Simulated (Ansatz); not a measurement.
# Si2Ni: do energies and stresses tell the same story?

Computed with DFT PBE, scalar-relativistic, plane waves, PAW (Ansatz).

Plane waves to 420 eV, a k mesh through Γ of 14×14×14 on the computed 3-atom cell and Gaussian smearing (0.10 eV); no spin polarisation.

Relaxed cell: Fm-3m, a = 5.447 Å, b = 5.447 Å, c = 5.447 Å, α = 90.00°, β = 90.00°, γ = 90.00°, 3 atoms in the primitive cell.

Energies at zero smearing and pressures from the stress tensor, at volumes with shape and atoms relaxed:
```tsv
V (Å³/atom)	E − E(first) (meV/atom)	P (GPa)
11.851	0.00	24.63
12.255	-51.86	16.79
12.659	-85.78	10.29
13.063	-104.52	4.73
13.467	-110.36	0.01
13.871	-105.20	-4.04
14.275	-90.53	-7.49
14.813	-58.65	-11.19
```

**Question.** Check P = −dE/dV between neighbouring volumes, and get the bulk modulus from the pressures alone.

**Answer.** With 1 eV/Å³ = 160.2 GPa:
```
middle V (Å³/atom)  −ΔE/ΔV (GPa) mean P (GPa)
            12.053        20.566        20.711
            12.457        13.451        13.542
            12.861         7.434         7.509
            13.265         2.315         2.367
            13.669        -2.046        -2.017
            14.073        -5.816        -5.767
            14.544        -9.483        -9.344
```

The two differ by 0.15 GPa at most. The mean of two end pressures misses the average over a step by about ΔV² P″/12, up to 0.11 GPa here; with that taken off 0.05 GPa remains. The stress is the derivative of the free energy, not of the energy at zero smearing, and with free energies 0.02 GPa remains. Around V = 13.467 Å³/atom, the two neighbours give B = −V ΔP/ΔV = 13.467 × 8.77 / 0.808 = 146.1 GPa, against B0 = 145.6 GPa from the Birch–Murnaghan fit of the energies.

A ferromagnetic start lost its moments in a first run, so spin was left out; other magnetic orders weren't tried.